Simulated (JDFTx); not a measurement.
# HfC under changes of volume

One of the cells (12.568 Å³/atom); the others are scaled copies at fixed shape and fractional positions:

```xyz
2
Lattice="0.0000 2.3250 2.3250 2.3250 0.0000 2.3250 2.3250 2.3250 0.0000" Properties=species:S:1:pos:R:3 pbc="T T T"
Hf    2.3250    2.3250    2.3250
C     0.0000    0.0000    0.0000
```

| Quantity | Value |
| --- | --- |
| Program | JDFTx 1.7.0 (patched build) |
| Functional | r2SCAN |
| Potentials or basis | SG15-PBE-1.2 |
| Cutoff | 1088 eV |
| Density cutoff | 8708 eV |
| k mesh | 6 × 6 × 6 |
| Occupations | fermi-dirac, width 0.05 eV |
| Spin | no spin polarisation |

```csv
volume (Å³/atom),energy over the lowest point (meV/atom),pressure (GPa)
11.814,?,?
12.065,0.00,-0.6
12.317,5.00,-5.6
12.568,17.46,-10.1
12.819,36.59,-14.2
13.071,61.79,-17.9
13.322,92.46,-21.2
```

Task: What does the run at 11.814 Å³/atom give?

Result: Energy over the lowest point 3.26 meV/atom; pressure 4.9 GPa.

Worked out: A Birch-Murnaghan fit of order 3 (a polynomial in V^(-2/3)) to the other rows has its minimum at 12.03 Å³/atom, just outside them, with B0 = V·E''(V) = 254 GPa and B' = 3.9. It gives 3.20 meV/atom at 11.814 Å³/atom, against the run's 3.26, and -dE/dV = 4.9 GPa, against 4.9.

Energies are extrapolated to zero smearing.

Caveats: all runs use coarse meshes; the potentials were made for another functional, which shifts forces and pressure.
